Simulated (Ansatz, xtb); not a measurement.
# Group exchange: C4H8 + C2H6SSi → C3H8Si + C3H6S

Species: C4H8 (1-butene) `C=CCC`, singlet; C2H6SSi `C=CS[SiH3]`, singlet; C3H8Si (prop-2-enylsilane) `C=CC[SiH3]`, singlet; C3H6S ((methylthio)ethene) `C=CSC`, singlet. The partners trade CH3 for SiH3: C–CH3 and S–SiH3 bonds give way to C–SiH3 and S–CH3.

Shapes, held fixed at every level: PBE0-D4/def2-TZVP. Flexible molecules stand in one conformer, not always the lowest. Programs: Ansatz 0.2.0, xtb 6.7.1. Electronic energies: no zero-point or thermal term.

(1) Estimate ΔE of this reaction.

Answers

(1) The highest level, CCSD(T)/CBS estimate, gives ΔE = +68.3 kJ/mol; the levels span +64.9 to +144.3. GFN0-xTB strays far from the other rows. The column of differences is taken from that level and isn't an error. No measured value is set beside it here. The CBS estimate extrapolates MP2 from def2-TZVPP and def2-QZVPP and adds CCSD(T) − MP2 in the triple-zeta set, cores frozen.

| level | kind | ΔE (kJ/mol) | less CCSD(T)/CBS estimate |
| --- | --- | --- | --- |
| GFN0-xTB | semi-empirical | +144.3 | +76.0 |
| HF/def2-TZVPP | Hartree–Fock | +75.6 | +7.3 |
| B3LYP-D4/def2-TZVPP | global hybrid | +65.6 | -2.7 |
| PBE0-D4/def2-TZVPP | global hybrid | +66.5 | -1.8 |
| wB97M-V/def2-TZVPP | range-separated hybrid | +64.9 | -3.4 |
| MP2/def2-TZVPP | perturbation theory | +70.0 | +1.7 |
| CCSD/def2-TZVPP | coupled cluster or CI | +69.1 | +0.8 |
| CCSD(T)/CBS estimate | coupled cluster or CI | +68.3 | 0.0 |

The exchange is clearly uphill, at +68.3 kJ/mol: silyl prefers sulfur and methyl prefers carbon. Sulfur and carbon have nearly equal electronegativities, so a simple count of bond polarity from their difference doesn't explain this. More probably, the reactants pair a strong, compact C–C bond with an S–Si bond that benefits from silicon's electropositive character, sulfur's polarisability and some donation from the sulfur lone pair into σ* orbitals on the silyl group. The products' C–Si and C–S bonds don't make up for that loss, even though allylsilane gains σ(C–Si)–π hyperconjugation.

Hartree–Fock already gives +75.6 kJ/mol, so the preference doesn't originate in electron correlation, which trims it only modestly because the reaction conserves the number and broad type of bonds. The density functionals and wavefunction methods agree on both sign and approximate size, whereas GFN0-xTB roughly doubles the penalty, possibly through an unbalanced description of the silicon and sulfur bonds. The total alone can't apportion the cost between the two bond exchanges.
